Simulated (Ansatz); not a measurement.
**GaSe: relaxed-ion elastic tensor**

All numbers below come from Ansatz 0.2.0, DFT PBE, scalar-relativistic, plane waves, PAW. Settings: 420 eV plane-wave cutoff, Γ-centred 12×12×2 mesh, fixed occupations. No spin polarisation.

The cell, relaxed at this level:
```xyz
8
Lattice="3.8154 0.0000 0.0000 -1.9077 3.3043 0.0000 0.0000 0.0000 18.2146" Properties=species:S:1:pos:R:3 pbc="T T T"
Ga    0.0000    2.2029    3.3193
Ga    1.9077    1.1014   12.4266
Ga    0.0000    2.2029    5.7880
Ga    1.9077    1.1014   14.8954
Se    0.0000    2.2029   11.2551
Se    1.9077    1.1014    2.1478
Se    0.0000    2.2029   16.0668
Se    1.9077    1.1014    6.9595
```

It was relaxed at this level from a cell as deposited in COD. No dispersion correction is applied, so modes and constants that involve weak contacts between layers, chains or molecules come out too soft.

Q: Give the relaxed-ion elastic constants (GPa, Voigt order xx yy zz yz xz xy, on the Cartesian axes of the cell above).

A:
C11 = 76.3, C12 = 17.4, C13 = 0.8, C22 = 76.3, C23 = 0.8, C33 = 2.0, C44 = 0.4, C55 = 0.4, C66 = 29.4 GPa; the others vanish.

Q: Is the crystal stable against homogeneous strain?

A: Yes: the least eigenvalue of the tensor is 0.4 GPa.

Q: And the moduli of a polycrystal (Hill averages)?

A: B = 12 GPa, G = 8 GPa, E = 19 GPa, ν = 0.22.
